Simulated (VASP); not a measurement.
A VASP 6.6.1 single-point calculation on MgTe

INCAR

```
ENCUT = 520
NELM = 120
PREC = Accurate
LCHARG = .FALSE.
NBANDS = 16
ISIF = 2
LASPH = .TRUE.
GGA = PE
ISMEAR = -1
IBRION = -1
EDIFF = 1E-7
LWAVE = .FALSE.
NSW = 0
SIGMA = 0.02
LREAL = .FALSE.
ISYM = 3
```

KPOINTS

```
KPOINTS created by Atomic Simulation Environment
0
Gamma
6 6 4
0 0 0
```

POSCAR

```
Mg Te
 1.0000000000000000
     4.4375599846110374    0.0000000000000000    0.0000000000000000
    -2.2187799923055187    3.8430396774904412    0.0000000000000000
     0.0000000000000000    0.0000000000000000    7.2269635646000001
 Mg  Te
   2   2
Cartesian
  0.0000000000000000  2.5620264516602935 -0.0043943602543295
  2.2187799923055187  1.2810132258301468  3.6090874220456706
  0.0000000000000000  2.5620264516602935  2.7145056969793293
  2.2187799923055187  1.2810132258301468  6.3279874792793303
```

The recommended PBE PAW datasets give the neutral cell 16 valence electrons.

Command

```
mpirun -np 1 vasp_std
```

OSZICAR

```
N       E                     dE             d eps       ncg     rms          rms(c)
DAV:   1     0.539044442246E+02    0.53904E+02   -0.52230E+03   672   0.767E+02
DAV:   2    -0.873764057144E+01   -0.62642E+02   -0.57099E+02   960   0.114E+02
DAV:   3    -0.128824682108E+02   -0.41448E+01   -0.41288E+01   896   0.318E+01
DAV:   4    -0.129599126433E+02   -0.77444E-01   -0.77440E-01   920   0.514E+00
DAV:   5    -0.129603357541E+02   -0.42311E-03   -0.42311E-03   928   0.376E-01
```

Standard output (part)

```
POSCAR found type information on POSCAR MgTe
 POSCAR found :  2 types and       4 ions
 LDA part: xc-table for (Slater+PW92), standard interpolation
 POSCAR, INCAR and KPOINTS ok, starting setup
 WAVECAR not read
 entering main loop
|                     _     ____    _    _    _____     _                     |
|                    | |   | |_) | | |  | | | |  __    | |                    |
|                    |_|   |  _ <  | |  | | | | |_ |   |_|                    |
|                     _    | |_) | | |__| | | |__| |    _                     |
|     internal error in CHECK_FULL_KPOINTS: KPOINTS_FULL not properly         |
|     initialised                                                             |
|     If you are not a developer, you should not encounter this problem.      |
|     Please submit a bug report.                                             |
```

VASP stopped with an error.

The run took about 14 s on one core of a shared host (Intel Xeon Platinum 8488C) and held 0.21 GiB at most.
